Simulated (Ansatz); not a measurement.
## Os: strain and displacement

```xyz
1
Lattice="0.0000 1.9450 1.9450 1.9450 0.0000 1.9450 1.9450 1.9450 0.0000" Properties=species:S:1:pos:R:3 pbc="T T T"
Os    0.0000    0.0000    0.0000
```

The geometry is COD entry 1534943, unchecked; take it as a test cell.

No spin–orbit coupling, which matters for the heavy atoms here.

Computed with DFT, PBE, all-electron PAW with datasets made for the crystal, scalar-relativistic (Ansatz 0.2.0).

Settings: a Γ-centred 14×14×14 k mesh, Fermi–Dirac smearing of 0.03 eV, cutoff 300 eV (chosen by the program for this cell), no spin polarisation.

The unchanged cell is at -9.43 GPa.

In a metal, stresses and small energies carry noise from the k mesh.

x, y and z are the Cartesian axes of the cell as listed; fractional coordinates follow a strain, and an engineering shear is twice the off-diagonal strain component.

With z strained by +2 % at fixed volume: energy change +7 meV/atom; stress change (xx, yy, zz, yz, xz, xy) 2.96, 2.96, -5.54, 0.00, 0.00, 0.00 GPa, compression positive.

With z strained by +1 % at fixed volume: energy change +2 meV/atom; stress change (xx, yy, zz, yz, xz, xy) 1.29, 1.29, -2.48, 0.00, 0.00, 0.00 GPa, compression positive.
